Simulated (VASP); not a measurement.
**VASP 6.6.1 run: GaAs**

INCAR

```
SIGMA = 0.02
NSW = 0
NBANDS = 9
LCHARG = .FALSE.
EDIFF = 1E-7
ISIF = 2
IBRION = -1
LREAL = .FALSE.
LWAVE = .FALSE.
LASPH = .TRUE.
ENCUT = 520
NELM = 94
ISMEAR = -1
GGA = PE
PREC = Accurate
```

KPOINTS

```
KPOINTS created by Atomic Simulation Environment
0
Gamma
8 8 8
0 0 0
```

POSCAR

```
Ga As
 1.0000000000000000
     0.0000000000000000    2.7480925425999998    2.9045266156000000
     2.7480925425999998    0.0000000000000000    2.9045266156000000
     2.7480925425999998    2.7480925425999998    0.0000000000000000
 Ga  As
   1   1
Cartesian
  0.0000000000000000  0.0000000000000000  0.0000000000000000
  1.3740462712999997  1.3740462712999997  1.4522633077999998
```

The recommended PBE PAW datasets give the neutral cell 18 valence electrons.

Command

```
mpirun -np 1 vasp_std
```

OSZICAR

```
N       E                     dE             d eps       ncg     rms          rms(c)
DAV:   1     0.806830153340E+02    0.80683E+02   -0.97118E+03  1062   0.281E+03
DAV:   2     0.318723106140E+01   -0.77496E+02   -0.77496E+02  1091   0.337E+02
DAV:   3    -0.764012653935E+01   -0.10827E+02   -0.10827E+02  1405   0.909E+01
DAV:   4    -0.828125718236E+01   -0.64113E+00   -0.64113E+00  1151   0.155E+01
DAV:   5    -0.835044443374E+01   -0.69187E-01   -0.69187E-01  1495   0.374E+00    0.300E+00
DAV:   6    -0.820858739434E+01    0.14186E+00   -0.46004E-01  1618   0.147E+01    0.179E+00
DAV:   7    -0.818864132606E+01    0.19946E-01   -0.14012E-01  1153   0.341E+00    0.578E-01
DAV:   8    -0.819004497106E+01   -0.14036E-02   -0.19142E-02  1116   0.235E+00    0.112E-01
DAV:   9    -0.819080647517E+01   -0.76150E-03   -0.53130E-03  1241   0.701E-01    0.583E-02
DAV:  10    -0.819106262217E+01   -0.25615E-03   -0.22883E-03  1315   0.158E-01    0.304E-02
...
DAV:  16    -0.819140924235E+01   -0.75507E-05   -0.75484E-05   542   0.168E-03    0.545E-05
DAV:  17    -0.819141346701E+01   -0.42247E-05   -0.42224E-05   542   0.108E-03    0.499E-05
DAV:  18    -0.819141582891E+01   -0.23619E-05   -0.23605E-05   534   0.771E-04    0.416E-05
DAV:  19    -0.819141714881E+01   -0.13199E-05   -0.13189E-05   534   0.539E-04    0.137E-05
DAV:  20    -0.819141788616E+01   -0.73735E-06   -0.73689E-06   534   0.533E-04    0.104E-05
DAV:  21    -0.819141829758E+01   -0.41141E-06   -0.41168E-06   534   0.310E-04    0.533E-06
DAV:  22    -0.819141852768E+01   -0.23010E-06   -0.23003E-06   534   0.271E-04    0.306E-06
DAV:  23    -0.819141865621E+01   -0.12853E-06   -0.12854E-06   534   0.182E-04    0.877E-06
DAV:  24    -0.819141872805E+01   -0.71837E-07   -0.71837E-07   534   0.161E-04
   1 F= -.81914187E+01 E0= -.81914187E+01  d E =-.314907E-10
```

From OUTCAR

```
k-points           NKPTS =     59   k-points in BZ     NKDIM =     59   number of bands    NBANDS=      9

   NELECT =      18.0000    total number of electrons

   dimension x,y,z NGX =    30 NGY =   30 NGZ =   30
   dimension x,y,z NGXF=    60 NGYF=   60 NGZF=   60

  energy-cutoff  :      520.00
  volume of cell :       43.87
      direct lattice vectors                 reciprocal lattice vectors
     0.000000000  2.748092543  2.904526616    -0.181944382  0.181944382  0.172145091
     2.748092543  0.000000000  2.904526616     0.181944382 -0.181944382  0.172145091
     2.748092543  2.748092543  0.000000000     0.181944382  0.181944382 -0.172145091

 k-points in reciprocal lattice and weights: KPOINTS created by Atomic Simulation Env
   0.00000000  0.00000000  0.00000000       0.002
   0.12500000  0.00000000  0.00000000       0.016
   0.25000000  0.00000000  0.00000000       0.016
   0.37500000  0.00000000  0.00000000       0.016
   0.50000000  0.00000000  0.00000000       0.008
   0.12500000  0.12500000  0.00000000       0.004
   0.25000000  0.12500000  0.00000000       0.016
   0.37500000  0.12500000  0.00000000       0.016
   ...

 E-fermi :   4.6994

 k-point     1 :       0.0000    0.0000    0.0000
  band No.  band energies     occupation
      1     -10.6622      2.00000
      2     -10.6475      2.00000
      3     -10.6475      2.00000
      4     -10.5705      2.00000
      5     -10.5638      2.00000
      6      -8.7203      2.00000
      7       3.9767      2.00000
      8       4.3317      2.00000
      9       4.3317      2.00000

 k-point     2 :       0.1250    0.0000    0.0000
  band No.  band energies     occupation
      1     -10.6700      2.00000
      2     -10.6513      2.00000
      3     -10.6438      2.00000
      4     -10.5711      2.00000
      5     -10.5633      2.00000
      6      -8.5294      2.00000
      7       2.2526      2.00000
      8       3.8328      2.00000
      9       4.1088      2.00000

 k-point     3 :       0.2500    0.0000    0.0000
  band No.  band energies     occupation
      1     -10.7015      2.00000
      2     -10.6446      2.00000
      3     -10.6356      2.00000
      4     -10.5716      2.00000
      5     -10.5613      2.00000
      6      -7.9962      2.00000
      7       0.0167      2.00000
      8       3.3230      2.00000
      9       3.6970      2.00000

 k-point     4 :       0.3750    0.0000    0.0000
  band No.  band energies     occupation
      1     -10.7304      2.00000
      2     -10.6380      2.00000
      3     -10.6291      2.00000
      4     -10.5704      2.00000
      5     -10.5575      2.00000
      6      -7.2772      2.00000
      7      -1.7945      2.00000
      8       2.9311      2.00000
      9       3.3844      2.00000

 k-point     5 :       0.5000    0.0000    0.0000
  band No.  band energies     occupation
      1     -10.7416      2.00000
      2     -10.6358      2.00000
      3     -10.6270      2.00000
      4     -10.5693      2.00000
      5     -10.5553      2.00000
      6      -6.8616      2.00000
      7      -2.5835      2.00000
      8       2.7898      2.00000
      9       3.2733      2.00000

 ...

  Total        1.9258565      1.9258565      0.9247653      0.0000000      0.0000000     -0.0000000
  in kB       70.3341811     70.3341811     33.7733430      0.0000000      0.0000000     -0.0000000
  external PRESSURE =      58.1472351 kB  Pullay stress =       0.0000000 kB

 POSITION                                       TOTAL-FORCE (eV/Angst)
 -----------------------------------------------------------------------------------
      0.00000      0.00000      0.00000        -0.000000     -0.000000     -0.000000
      1.37405      1.37405      1.45226         0.000000      0.000000      0.000000
 -----------------------------------------------------------------------------------
    total drift:                                0.000001      0.000001      0.000001

  FREE ENERGIE OF THE ION-ELECTRON SYSTEM (eV)
  ---------------------------------------------------
  free  energy   TOTEN  =        -8.1914187280 eV

  energy  without entropy=       -8.1914187280  energy(sigma->0) =       -8.19141873
```

It converged. Results: pressure 5.8 GPa.

One setting is odd (too few bands), but here it hardly changes the result.

On sound settings PBE gives a gap of 0.60 eV on its mesh and a pressure of 5.8 GPa for the intended cell. This run's energy (σ→0) differs from it by 0 meV an atom.

The run took about 37 s on one core of a shared host (Intel Xeon Platinum 8488C) and held 0.19 GiB at most.
